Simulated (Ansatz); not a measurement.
What does this script print? It uses the Ansatz DFT code, driven from Python.

Script `drho.py`:
```python
"""Density difference of TaS2 against its sublattices."""

import ansatz
import numpy as np

vectors0 = np.array([
    [3.35, 0.0, 0.0],
    [-1.675, 2.901185, 0.0],
    [0.0, 0.0, 5.86],
])
sites = [
    ("Ta", (0.0, 0.0, 0.0)),
    ("S", (1 / 3, 2 / 3, 0.25)),
    ("S", (2 / 3, 1 / 3, 0.75)),
]


def on_lattice(cell):
    crystal = ansatz.Crystal(lattice=ansatz.Lattice.of(cell))
    for symbol, position in sites:
        crystal = crystal.atom(symbol, position)
    return crystal


def main() -> None:
    # same cell, cutoff and mesh for the crystal and its parts
    def solve(crystal):
        return (
            crystal.calculation()
            .functional("PBEsol")
            .occupations("methfessel_paxton", width=0.01)
            .mixing("anderson", preconditioner="kerker")
            .eigensolver("davidson", full_accuracy=True)
            .initial_density(normalization="atom")
            .scf(extra_bands=8, lower_state_search="standard")
            .basis(460, grid_basis="typed")
            .kpoints(10, 10, 5)
            .density()
            .run(threads=1)
        )


    whole = solve(on_lattice(vectors0))
    difference = whole.density().channels[0].density_e_per_ang3.copy()
    binding = whole.report["free_energy_ev"]
    for element in ["Ta", "S"]:
        part = ansatz.Crystal(lattice=ansatz.Lattice.of(vectors0))
        for symbol, position in sites:
            if symbol == element:
                part = part.atom(symbol, position)
        alone = solve(part)
        difference -= alone.density().channels[0].density_e_per_ang3
        binding -= alone.report["free_energy_ev"]
        print(f"{element} sublattice: {alone.report['n_electrons']:g} electrons, {alone.report['n_iterations']} iterations")

    voxel = abs(np.linalg.det(vectors0)) / difference.size
    print(f"energy of the crystal less its unpolarised sublattices: {binding / len(sites):.4f} eV/atom")
    print(f"net charge of the difference {difference.sum() * voxel:.5f} e, charge rearranged {0.5 * np.abs(difference).sum() * voxel:.3f} e")
    print(f"extremes {difference.min():.4f} and {difference.max():.4f} e/A^3")
    for (symbol, position) in sites:
        index = tuple(int(round(p * n)) % n for p, n in zip(position, difference.shape))
        print(f"  change of the pseudo-density at the grid point nearest {symbol}: {difference[index]:+.4f} e/A^3")


if __name__ == "__main__":
    main()
```

Running `python drho.py` prints:
```text
Ta sublattice: 13 electrons, 10 iterations
S sublattice: 12 electrons, 9 iterations
energy of the crystal less its unpolarised sublattices: -4.0756 eV/atom
net charge of the difference 0.00000 e, charge rearranged 0.814 e
extremes -0.1411 and 0.1460 e/A^3
  change of the pseudo-density at the grid point nearest Ta: -0.0322 e/A^3
  change of the pseudo-density at the grid point nearest S: -0.0900 e/A^3
  change of the pseudo-density at the grid point nearest S: -0.0900 e/A^3
```

The settings weren't tested for convergence. Spin is left out of this run. For a metal this k-point mesh is coarse: on a finer one energies can move by several to tens of meV an atom and pressures by half a GPa or more, differences at one mesh by less. Spin-orbit coupling, which matters for elements this heavy, is left out. Densities and potentials on the grid are those of the valence electrons, and inside the cores they hang on the potentials used. The structure is a deposited one; some such entries were measured under pressure or heat, so a shift against it needn't be the functional's error alone. Charge moved counts every rearrangement, bonding and polarisation too, and is no transfer between atoms; the bare sublattices are artificial references. Values near the nuclei depend on the potentials. Hardware and time: 10 s on 1 thread of Intel(R) Xeon(R) 6975P-C (Granite Rapids), with other jobs on the host, peak memory 0.43 GiB.
